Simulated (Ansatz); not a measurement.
# InAs: the cost of one run

Method: DFT PBE, scalar-relativistic, plane waves, PAW, in Ansatz 0.2.0.

The COD entry's cell or inner coordinates are ideal or old and differ from later refinements, so a difference from it is no clean test against experiment.

## (1) The structure to begin with

Symmetry: F-43m, No. 216, cubic system. The conventional cell has a = 6.036 Å, b = 6.036 Å, c = 6.036 Å, α = 90.00°, β = 90.00°, γ = 90.00°. Around In (site symmetry -43m) lie 4 As at 2.61 Å. Around As (site symmetry -43m) lie 4 In at 2.61 Å.

As a file:

```cif
data_structure
_symmetry_space_group_name_H-M 'F-43m'
_symmetry_Int_Tables_number 216
_cell_length_a 6.0360
_cell_length_b 6.0360
_cell_length_c 6.0360
_cell_angle_alpha 90.000
_cell_angle_beta 90.000
_cell_angle_gamma 90.000
_cell_volume 219.91
loop_
_atom_site_label
_atom_site_type_symbol
_atom_site_symmetry_multiplicity
_atom_site_Wyckoff_symbol
_atom_site_fract_x
_atom_site_fract_y
_atom_site_fract_z
_atom_site_occupancy
In1 In 4 a 0.00000 0.00000 0.00000 1
As1 As 4 c 0.25000 0.75000 0.75000 1
```

The runs take a perfect supercell of 54 atoms; the defect goes to fractional position (0.000, 0.000, 0.000).

## (2) The perfect supercell

input.yaml reads:

```yaml
crystal:
  lattice:
    - [0.0, 9.054, 9.054]
    - [9.054, 0.0, 9.054]
    - [9.054, 9.054, 0.0]
  atoms:
    - { symbol: In, position: [0.0, 0.0, 0.0] }
    - { symbol: In, position: [0.0, 0.0, 0.333333] }
    - { symbol: In, position: [0.0, 0.0, 0.666667] }
    - { symbol: In, position: [0.0, 0.333333, 0.0] }
    - { symbol: In, position: [0.0, 0.333333, 0.333333] }
    - { symbol: In, position: [0.0, 0.333333, 0.666667] }
    - { symbol: In, position: [0.0, 0.666667, 0.0] }
    - { symbol: In, position: [0.0, 0.666667, 0.333333] }
    - { symbol: In, position: [0.0, 0.666667, 0.666667] }
    - { symbol: In, position: [0.333333, 0.0, 0.0] }
    - { symbol: In, position: [0.333333, 0.0, 0.333333] }
    - { symbol: In, position: [0.333333, 0.0, 0.666667] }
    - { symbol: In, position: [0.333333, 0.333333, 0.0] }
    - { symbol: In, position: [0.333333, 0.333333, 0.333333] }
    - { symbol: In, position: [0.333333, 0.333333, 0.666667] }
    - { symbol: In, position: [0.333333, 0.666667, 0.0] }
    - { symbol: In, position: [0.333333, 0.666667, 0.333333] }
    - { symbol: In, position: [0.333333, 0.666667, 0.666667] }
    - { symbol: In, position: [0.666667, 0.0, 0.0] }
    - { symbol: In, position: [0.666667, 0.0, 0.333333] }
    - { symbol: In, position: [0.666667, 0.0, 0.666667] }
    - { symbol: In, position: [0.666667, 0.333333, 0.0] }
    - { symbol: In, position: [0.666667, 0.333333, 0.333333] }
    - { symbol: In, position: [0.666667, 0.333333, 0.666667] }
    - { symbol: In, position: [0.666667, 0.666667, 0.0] }
    - { symbol: In, position: [0.666667, 0.666667, 0.333333] }
    - { symbol: In, position: [0.666667, 0.666667, 0.666667] }
    - { symbol: As, position: [0.083333, 0.083333, 0.083333] }
    - { symbol: As, position: [0.083333, 0.083333, 0.416667] }
    - { symbol: As, position: [0.083333, 0.083333, 0.75] }
    - { symbol: As, position: [0.083333, 0.416667, 0.083333] }
    - { symbol: As, position: [0.083333, 0.416667, 0.416667] }
    - { symbol: As, position: [0.083333, 0.416667, 0.75] }
    - { symbol: As, position: [0.083333, 0.75, 0.083333] }
    - { symbol: As, position: [0.083333, 0.75, 0.416667] }
    - { symbol: As, position: [0.083333, 0.75, 0.75] }
    - { symbol: As, position: [0.416667, 0.083333, 0.083333] }
    - { symbol: As, position: [0.416667, 0.083333, 0.416667] }
    - { symbol: As, position: [0.416667, 0.083333, 0.75] }
    - { symbol: As, position: [0.416667, 0.416667, 0.083333] }
    - { symbol: As, position: [0.416667, 0.416667, 0.416667] }
    - { symbol: As, position: [0.416667, 0.416667, 0.75] }
    - { symbol: As, position: [0.416667, 0.75, 0.083333] }
    - { symbol: As, position: [0.416667, 0.75, 0.416667] }
    - { symbol: As, position: [0.416667, 0.75, 0.75] }
    - { symbol: As, position: [0.75, 0.083333, 0.083333] }
    - { symbol: As, position: [0.75, 0.083333, 0.416667] }
    - { symbol: As, position: [0.75, 0.083333, 0.75] }
    - { symbol: As, position: [0.75, 0.416667, 0.083333] }
    - { symbol: As, position: [0.75, 0.416667, 0.416667] }
    - { symbol: As, position: [0.75, 0.416667, 0.75] }
    - { symbol: As, position: [0.75, 0.75, 0.083333] }
    - { symbol: As, position: [0.75, 0.75, 0.416667] }
    - { symbol: As, position: [0.75, 0.75, 0.75] }
basis:
  ecutwfc: 420
  fft_grid_basis: typed
kpoints:
  mp_grid: { grid: [1, 1, 1] }
hamiltonian:
  xc: pbe
  pseudopotentials: { kind: paw }
scf:
  occupations: { method: gaussian, width: 0.05 }
output:
  forces: true
  stress: false
  eigenvalues: true
  bader: false
  write_density: true
  volumetric_format: npy
```

The run is started by

```sh
ansatz run input.yaml --threads 8 --pin off --max-ram 16384MiB --backend cpu --events-out ev --progress --plain --runs-dir out
```

What time and memory should one allow on 8 threads of Intel Xeon Platinum 8488C (Sapphire Rapids), shared host?

About 8.3 s, with a peak of 2.2 GiB.
